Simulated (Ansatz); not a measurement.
One crystal and one scan (energy over volume and axial ratio) at two levels, PBE (plane waves to 420 eV, PAW, scalar-relativistic; Ansatz, an electronic-structure program) and r2SCAN (plane waves to 500 eV, PAW, scalar-relativistic; Ansatz), each from its own relaxed cell and on its own mesh.

The crystal is LiI (rock salt); volume and axial ratio are varied about the relaxed values (subscript 0).

Energies are smeared free energies. LiI was relaxed with its symmetry unable to fall. Spin-orbit coupling is left out, though I is heavy. Both scans cover V/V₀ from 0.960 to 1.040 and (c/a)/(c/a)₀ from 0.960 to 1.040.

| quantity | run 1 | run 2 |
|---|---|---|
| Band gap of the relaxed cell, no spin-orbit coupling (eV) | 5.00 | 4.25 |
| Shear modulus C′ = (C11 − C12)/2 (fit, atoms clamped) (GPa) | 11.1 | 10.0 |

Problem. Which run is which level?

Solution. Run 2 is PBE, run 1 is r2SCAN. PBE gives the lower value for: band gap of the relaxed cell, no spin-orbit coupling; shear modulus C′.

(Under strain, the slope of the energy per volume gives the stress and its curvature an elastic modulus.)
